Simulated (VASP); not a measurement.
V: relaxation of cell and atoms with revPBE+D3

Crystal: V.

```
V
1.0
    -1.51435    1.51435    1.51435
     1.51435   -1.51435    1.51435
     1.51435    1.51435   -1.51435
V
1
Cartesian
  0.0000 0.0000 0.0000
```

- Program: VASP 6.6.1
- Task: relaxation of cell and atoms
- Functional: revPBE
- Dispersion: D3
- Potentials or basis: VASP PAW PBE potentials, release 64 (V_sv)
- Cutoff: 600 eV
- k mesh: 12 × 12 × 12
- Occupations: fermi-dirac, width 0.05 eV
- Spin: collinear spin, ferromagnetic start
- Starting moments: [2.0] μB
- Further INCAR settings: ALGO = Normal; EDIFF = 1e-06; IBRION = 2; EDIFFG = -0.01; NSW = 60; ISIF = 3

```json
{
  "Relaxed volume": "12.62 Å³/atom",
  "Relaxed cell": "a = 2.540 Å, b = 2.540 Å, c = 2.540 Å, α = 109.47°, β = 109.47°, γ = 109.47°",
  "Space group after relaxing (to 0.05 Å)": "Im-3m (No. 229)",
  "Energy gained by relaxing": "69.5 meV/atom",
  "Ionic steps": "4",
  "Pressure after relaxing": "0.0 GPa",
  "Band gap on the k mesh": "none (metal or under the smearing width)",
  "Net moment": "0.00 μB per cell",
  "Valence electrons inside the program's atomic spheres": "V 11.77",
  "Dispersion energy per atom": "-0.956 eV"
}
```

Step by step:
| step | energy change (eV) | largest force (eV/Å) | pressure (GPa) | volume (Å³) |
| --- | --- | --- | --- | --- |
| 1 | 0.0000 | 0.0000 | -16.23 | 13.89 |
| 2 | 0.0429 | 0.0000 | 29.18 | 11.25 |
| 3 | -0.0695 | 0.0000 | -0.49 | 12.64 |
| 4 | -0.0695 | 0.0000 | 0.02 | 12.62 |

Final structure:
```xyz
1
Lattice="-1.4666 1.4666 1.4666 1.4666 -1.4666 1.4666 1.4666 1.4666 -1.4666" Properties=species:S:1:pos:R:3 pbc="T T T"
V     0.0000    0.0000    0.0000
```

Levels at points of the mesh, in eV from the Fermi level:
Spin up:
| k point | band 2 | band 3 | band 4 | band 5 | band 6 | band 7 | band 8 | band 9 | band 10 | band 11 |
| --- | --- | --- | --- | --- | --- | --- | --- | --- | --- | --- |
| (0.00, 0.00, 0.00) | -36.87 | -36.87 | -36.87 | -6.72 | 0.44 | 0.44 | 0.44 | 2.62 | 2.62 | 20.99 |
| (0.50, 0.00, 0.00) | -37.97 | -37.21 | -36.88 | -3.40 | -1.25 | 1.88 | 2.64 | 3.03 | 4.49 | 11.02 |
| (0.50, 0.50, 0.50) | -37.61 | -37.61 | -37.61 | -3.30 | -3.30 | 4.05 | 4.05 | 4.05 | 10.85 | 10.85 |
Spin down:
```csv
k point,band 2,band 3,band 4,band 5,band 6,band 7,band 8,band 9,band 10,band 11
"(0.00, 0.00, 0.00)",-36.87,-36.87,-36.87,-6.72,0.44,0.44,0.44,2.62,2.62,20.99
"(0.50, 0.00, 0.00)",-37.97,-37.21,-36.88,-3.40,-1.25,1.88,2.64,3.03,4.49,11.02
"(0.50, 0.50, 0.50)",-37.61,-37.61,-37.61,-3.30,-3.30,4.05,4.05,4.05,10.85,10.85
```

Run time: 27 s on 1 thread of Intel(R) Xeon(R) 6975P-C (Granite Rapids), on a shared host, peak memory 0.18 GiB.

Caveat: the PAW data sets were made with another functional, which shifts forces and pressure a little; pairwise dispersion overbinds metals, which lowers pressure and volume.
